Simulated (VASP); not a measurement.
# Si: relaxation of shape and atoms at fixed volume with PBE+D3(BJ)

Si:

```xyz
2
Lattice="2.5954 0.0000 0.0000 -1.2977 2.2477 0.0000 0.0000 0.0000 4.3660" Properties=species:S:1:pos:R:3 pbc="T T T"
Si    0.0000    1.4984    1.0915
Si    1.2977    0.7492    3.2745
```

This isn't the form of Si at room conditions, which is diamond.

The cell isn't the ideal one: a relaxed cell with its volume scaled by 0.94.

```yaml
Program: VASP 6.6.1
Task: relaxation of shape and atoms at fixed volume
Functional: PBE
Dispersion: D3(BJ)
Potentials_or_basis: VASP PAW PBE potentials, release 64 (Si)
Cutoff: 600 eV
k_mesh: 12 × 12 × 6
Occupations: gaussian, width 0.03 eV
Spin: no spin polarisation
Further_INCAR_settings: ALGO = Normal; EDIFF = 1e-07; IBRION = 2; EDIFFG = -0.01; NSW = 40; ISIF = 4
```

```
Energy gained by relaxing  : 0.0 meV/atom
Ionic steps                : 3
Pressure after relaxing    : 7.7 GPa
Band gap on the k mesh     : none (metal or under the smearing width)
Dispersion energy per atom : -0.489 eV
```

Final structure:
```cif
data_structure
_symmetry_space_group_name_H-M 'P 1'
_symmetry_Int_Tables_number 1
_cell_length_a 2.5945
_cell_length_b 2.5945
_cell_length_c 4.3690
_cell_angle_alpha 90.000
_cell_angle_beta 90.000
_cell_angle_gamma 120.000
_cell_volume 25.47
loop_
_atom_site_label
_atom_site_type_symbol
_atom_site_fract_x
_atom_site_fract_y
_atom_site_fract_z
_atom_site_occupancy
Si1 Si 0.33333 0.66667 0.25000 1
Si2 Si 0.66667 0.33333 0.75000 1
```

Levels at points of the mesh, in eV from the Fermi level:
```csv
k point,band 1,band 2,band 3,band 4,band 5,band 6,band 7,band 8
"(0.00, 0.00, 0.00)",-15.68,-8.45,-7.95,9.74,9.74,10.79,10.79,11.42
"(0.50, 0.00, 0.00)",-8.83,-8.39,-1.86,-1.86,-1.18,-0.37,4.03,6.20
"(0.00, 0.00, 0.50)",-13.79,-13.79,0.75,0.75,11.27,11.27,11.27,11.27
"(0.50, 0.00, 0.50)",-7.11,-7.11,-6.41,-6.41,5.66,5.66,6.47,6.47
```

It took 9.5 s on 1 thread of Intel(R) Xeon(R) 6975P-C (Granite Rapids) (shared host), peak memory 0.16 GiB.

Caveat: pairwise dispersion overbinds metals, which lowers pressure and volume.
